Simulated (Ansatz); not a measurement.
# A thicker film of NaF (001) from two thinner ones

In a field along its normal an insulating film takes a dipole p. Written as a length, p/(ε₀AE), it should grow by 1 − 1/ε for each ångström added.

Set-up. Ansatz 0.2.0, plane waves with PAW datasets (its set soft_2), PBEsol; rocksalt films relaxed at a bulk in-plane lattice constant near the measured one, then held in weak fields of both signs with a dipole correction (A is the cell's area, E the outer field).

```tsv
run	distance between the outer atoms (Å)	p/(ε₀AE) (Å)
3 units	4.640	3.584
5 units	9.268	5.769
8 units	16.213	?
```

**Question.** What value belongs in the row marked “?”, and how far can the other rows tell?

Two rows fix a line: slope = (5.769 − 3.584) / (9.268 − 4.640) = 0.4721, intercept 1.3935. That slope means ε = 1/(1 − 0.4721) = 1.89. At 16.213 it gives 0.4721 × 16.213 + 1.3935 = 9.048 Å, beyond the rows fitted. Rounding of the rows alone allows about ±0.003 Å there; two rows can't show whether the line holds.

The run itself gives 9.050 Å: a miss of +0.002 Å, or 0.0 % of the value. The length is met to within 1 %, though ε is more sensitive than the length: the two thickest films give ε = 1.90.

Caveats: This is the electronic response alone. A unit is one step of the cut along the normal (a plane, a pair of planes or a cell), and the layers relax along it, away from their bulk spacing where the functional's lattice constant differs from the one held.

[Logs are printed without paths, hosts, clocks, repeated set-up lines and the standing remarks that a program may print on its own settings, such as how far it seeks lower states.]
